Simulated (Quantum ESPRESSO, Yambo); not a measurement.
Planning a run of Yambo 5.3.0 on LiF (Griceite). The input:

```
optics
bss
bse
em1s
dipoles
rim_cut
RandQpts= 1000000
RandGvec= 1 RL
Chimod= "HARTREE"
BSKmod= "SEX"
BSEmod= "resonant"
BSSmod= "d"
BSENGexx= 1 RL
BSENGBlk= 4 Ry
% BSEQptR
 1 | 1 |
%
% BSEBands
 3 | 6 |
%
% BEnRange
 0 | 15 | eV
%
% BDmRange
 0.1 | 0.1 | eV
%
BEnSteps= 151
% BLongDir
 1 | 0 | 0 |
%
% BndsRnXs
 2 | 13 |
%
NGsBlkXs= 4 Ry
% LongDrXs
 1 | 1 | 1 |
%
% KfnQP_E
 4.064 | 1.0 | 1.0 |
%
WRbsWF
FFTGvecs= 32 Ry
```

```sh
OMP_NUM_THREADS=1 mpirun -n 8 yambo -F bse16.in -J bse16,bse15_W -C bse16 > bse16.log
```

The stored states that it reads are on a 12×12×12 mesh. Symmetry: Fm-3m, No. 225, cubic system. The conventional cell has a = 4.028 Å, b = 4.028 Å, c = 4.028 Å, α = 90.00°, β = 90.00°, γ = 90.00°. Nearest to Li lie 6 F at 2.01 Å. F has 6 Li at 2.01 Å nearest. Farther neighbours and most contacts between anions are not listed.

How long will it take on 8 MPI ranks of Arm Neoverse V2, shared host, and how much memory?

It took 5.6 min; on shared hardware allow 2.8 min to 11 min. Peak host memory was 10 GiB.

The kernel grows as the square of the matrix size, and full diagonalisation as its cube.

[Paths, hosts, dates, memory and timing lines, banners, echoed tables and standing remarks are left out of the program output.]

[Logs are printed without paths, hosts, clocks, repeated set-up lines and the standing remarks that a program may print on its own settings, such as how far it seeks lower states.]

[Runs of the session that timed out or met a known fault of the program may be left out.]

[Hosts, paths, dates, database ids (printed as entryN), source tags and the programs' standing remarks are cut or masked in the printed files.]
